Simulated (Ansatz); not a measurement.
This script drives the Python package of Ansatz (0.2.0).

The script, `vo2.py`:
```python
"""Cutoff test for VO2."""

import warnings

import ansatz as az
import pandas as pd


def main() -> None:
    warnings.simplefilter("ignore", az.DeckWarning)

    crystal = (
        az.Lattice.from_parameters(4.53, 4.53, 2.869, alpha=90, beta=90, gamma=90)
        .space_group(136, hermann_mauguin="P42/mnm")
        .atom("V", (0.0, 0.0, 0.0))
        .atom("O", (0.305, 0.305, 0.0))
        .moments(V=2.0)
    )

    setup = (
        crystal.calculation()
        .functional(az.Functional.PBE, dispersion="d3bjatm")
        .kpoints(5, 5, 8)
        .occupations(az.OccupationsMethod.FERMI_DIRAC, width=0.15)
        .spin(az.SpinTreatment.COLLINEAR)  # spin-polarised run
        .hubbard("V", "d", u_eff=4.0)
    )

    rows = []
    for value in [250, 325, 400, 475]:
        report = setup.basis(value).run(threads=1).report
        rows.append((value, report["free_energy_ev"] / len(report["lattice"]["sites"]), report["n_iterations"], report["magnetization_mub"], report["n_pw"]))

    table = pd.DataFrame(rows, columns=["cutoff (eV)", "F/atom (eV)", "iterations", "moment (muB)", "plane waves"])
    print(table.round(5).to_string(index=False))

    # differences from the last row
    for row in rows[:-1]:
        shift = 1000 * (row[1] - rows[-1][1])
        print(f"{row[0]}: {shift:+.2f} meV/atom" + ("  (within 5 meV)" if abs(shift) < 5 else ""))


if __name__ == "__main__":
    main()
```

It is started by `python vo2.py`. Estimate its wall time and peak memory on 1 thread of Arm Neoverse V2, with other jobs on the host.

It took about 30 min, with a peak of 1.6 GiB, for 4 runs of the engine.

Output of `python vo2.py`:
```text
RunWarning: this result is not held to the crystal's symmetry: a search behind the close, the SCF from the whole filling of its shells under DFT+U, one down a way that the close's least curvature [...]
 cutoff (eV)  F/atom (eV)  iterations  moment (muB)  plane waves
         250  -1347.21448           2       2.00025          515
         325  -1348.65539           2       2.00026          793
         400  -1348.81299           2       2.00023         1081
         475  -1348.82256           2       2.00023         1367
250: +1608.08 meV/atom
325: +167.17 meV/atom
400: +9.57 meV/atom
```
(Warnings from the package without file and line, shortened.)

Notes:
- The magnetic order follows from the starting moments and needn't be the lowest.
- Of the deposited cell: the entry's cell lengths or inner coordinates differ somewhat from later room-temperature determinations.
- This is a high-temperature or high-pressure form, not the ambient phase.
- The structure is a deposited one; some such entries were measured under pressure or heat, so a shift against it needn't be the functional's error alone.
- Shifts are counted from the last row, which is itself no proven limit.
- The script silences the warnings on its input, which a real study should read.
